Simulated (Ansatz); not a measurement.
SnO2 in Ansatz: the effect of functional

SnO2:

```
CELL_PARAMETERS angstrom
4.78800 0.00000 0.00000
0.00000 4.86658 0.00000
0.00000 0.00000 3.24090
ATOMIC_POSITIONS crystal
Sn 0.00000 0.00000 0.00000
Sn 0.50000 0.50000 0.50000
O 0.70815 0.67896 0.00000
O 0.20814 0.82104 0.50000
O 0.79185 0.17896 0.50000
O 0.29185 0.32104 0.00000
```

The cell is a database's computed one.

Alike in all runs:

| Item | Value |
| --- | --- |
| Program | Ansatz 0.2.0 |
| Task | band structure |
| Potentials or basis | Ansatz PAW |
| k mesh | 5 × 5 × 6 |
| Occupations | fermi-dirac, width 0.05 eV |
| Spin | no spin polarisation |

One run gave: gap on the mesh 0.89 eV; pressure 3.4 GPa; largest force 0.06 eV/Å. Which functional did it use?
A. revPBE
B. BLYP
C. r2SCAN
D. RPBE
E. PBEsol

D.

| functional | cutoff | gap on the mesh (eV) | pressure (GPa) | largest force (eV/Å) |
| --- | --- | --- | --- | --- |
| PBEsol | 420 eV (not typed: the program's choice for these potentials) | 0.73 | -6.3 | 0.12 |
| RPBE | 420 eV (not typed: the program's choice for these potentials) | 0.89 | 3.4 | 0.06 |
| revPBE | 420 eV (not typed: the program's choice for these potentials) | 0.86 | 2.3 | 0.06 |
| BLYP | 420 eV (not typed: the program's choice for these potentials) | 0.83 | 4.6 | 0.08 |
| r2SCAN | 500 eV (not typed: the program's choice for these potentials) | 1.40 | -8.2 | 0.13 |

Caveats: spin-orbit coupling is left out, which moves the levels of the heavy elements; the PAW data sets come from PBE, with cores solved anew for the run's functional, which leaves a small shift of forces and pressure.

Runs at the PBE level aren't shown here.
